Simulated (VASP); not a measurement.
Set up this calculation in VASP 6.6.1, as the native input.

```yaml
Task: relaxation of cell and atoms
Functional: r2SCAN50
Potentials_or_basis: VASP PAW PBE potentials, release 64 (Sb)
Cutoff: 600 eV
k_mesh: 6 × 6 × 6
Occupations: gaussian, width 0.05 eV
Spin: no spin polarisation
Grid_for_exact_exchange_PRECFOCK: Fast
Exchange_at_q_=_0: default
Further_INCAR_settings: ALGO = Normal; EDIFF = 1e-06; IBRION = 2; EDIFFG = -0.02; NSW = 40; ISIF = 3
```

Crystal: Sb.

```
Sb
1.0
    -1.57654    1.57654    2.71194
     1.57654   -1.57654    2.71194
     1.57654    1.57654   -2.71194
Sb
1
Direct
  0.00000 0.00000 0.00000
```

This isn't the form of Sb at room conditions, which is rhombohedral.

One way to write it, as run:

POSCAR

```
Sb
1.0
   -1.5765401831      1.5765401831      2.7119384313
    1.5765401831     -1.5765401831      2.7119384313
    1.5765401831      1.5765401831     -2.7119384313
Sb
1
Direct
    0.0000000000      0.0000000000      0.0000000000
```

INCAR.step1

```
ALGO     = Normal         # electronic algorithm
EDIFF    = 1E-5           # SCF threshold, eV
ENCUT    = 600            # plane-wave cutoff, eV
GGA      = PE             # functional
ISMEAR   = 0              # smearing method
LASPH    = T              # aspherical terms in the spheres
LCHARG   = F              # write CHGCAR
LREAL    = F              # projectors in reciprocal space
LWAVE    = T              # write WAVECAR
NELM     = 100            # most SCF steps
PREC     = Accurate       # precision mode
SIGMA    = 0.05           # smearing width, eV
```

INCAR.step2

```
AEXX     = 0.5            # exact-exchange fraction
ALGO     = Normal         # electronic algorithm
EDIFF    = 1E-6           # SCF threshold, eV
EDIFFG   = -0.02          # ionic threshold
ENCUT    = 600            # plane-wave cutoff, eV
IBRION   = 2              # ionic algorithm
ISIF     = 3              # what is computed and relaxed
ISMEAR   = 0              # smearing method
ISTART   = 1            
LASPH    = T              # aspherical terms in the spheres
LCHARG   = F              # write CHGCAR
LHFCALC  = T              # exact exchange
LMIXTAU  = T            
LREAL    = F              # projectors in reciprocal space
LWAVE    = F              # write WAVECAR
METAGGA  = R2SCAN         # meta-GGA
NELM     = 100            # most SCF steps
NSW      = 40             # ionic steps
PREC     = Accurate       # precision mode
PRECFOCK = Fast         
SIGMA    = 0.05           # smearing width, eV
```

KPOINTS

```
k-points
0
Gamma
  6 6 6
```

Potentials or basis: VASP PAW PBE potentials, release 64 (Sb).

The run is started by

```sh
$ cat potpaw_PBE.64/Sb/POTCAR > POTCAR
$ cp INCAR.step1 INCAR
$ mpirun -np 1 vasp_std > vasp.out
$ cp INCAR.step2 INCAR
$ mpirun -np 1 vasp_std > vasp.out
```

It gave:

The relaxed volume is 24.69 Å³/atom. The relaxed cell is a = 3.396 Å, b = 3.396 Å, c = 3.396 Å, α = 126.10°, β = 126.10°, γ = 79.72° and the space group after relaxing (to 0.05 Å) is I4/mmm (No. 139). The energy gained by relaxing is 49.6 meV/atom and the ionic steps are 8. The pressure after relaxing is -0.1 GPa. The band gap on the k mesh is none (metal or under the smearing width).

Caveat: the k mesh is coarse (spacing up to 0.47 Å⁻¹), so the values aren't converged, least of all with exact exchange; the PAW data sets were made with another functional, which shifts forces and pressure a little.

Wall time 30 min on 1 thread of Intel(R) Xeon(R) Platinum 8488C (Sapphire Rapids), on a shared host, peak memory 0.21 GiB.
